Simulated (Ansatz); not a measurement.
Runs of Ansatz 0.2.0 on HgTe. The structure is tetragonal, space group I-4m2 (No. 119). The conventional cell has a = 6.091 Å, b = 6.091 Å, c = 3.119 Å, α = 90.00°, β = 90.00°, γ = 90.00°. Hg (site symmetry -4m2) has 2 Hg at 3.12 Å and 4 Te at 3.14 Å as nearest neighbours. Te (site symmetry -4m2) has 2 Te at 3.12 Å and 4 Hg at 3.14 Å as nearest neighbours. Measurements of this composition are mostly on another form, of space group No. 216.

```csv
screening (1/Å),gap on the mesh (eV),pressure (GPa)
0.1,none,-1.8
0.15,none,(a)
0.2,none,-1.5
0.4,none,-0.9
0.6,none,-0.5
0.3,none,(b)
```

Alike in all rows: task single point; level HSE06 form with a typed share of exact exchange; potentials or basis Ansatz PAW; no spin polarisation; cell as given; k mesh 5 × 5 × 5; cutoff (eV) 420; smearing fermi-dirac 0.05 eV; the mesh is coarse, so values aren't converged.

Q: Estimate the missing entries.

A: (a) -1.6; (b) -1.2.

Caveats: all runs use coarse meshes; the PAW data sets come from PBE, with cores solved anew for the run's functional, which leaves a small shift of forces and pressure; the thresholds are loose for stress.

A k mesh can miss the band edges, and the runs leave out spin-orbit coupling on Hg, Te.

A gap of «none» marks a metal or a gap under the smearing width.
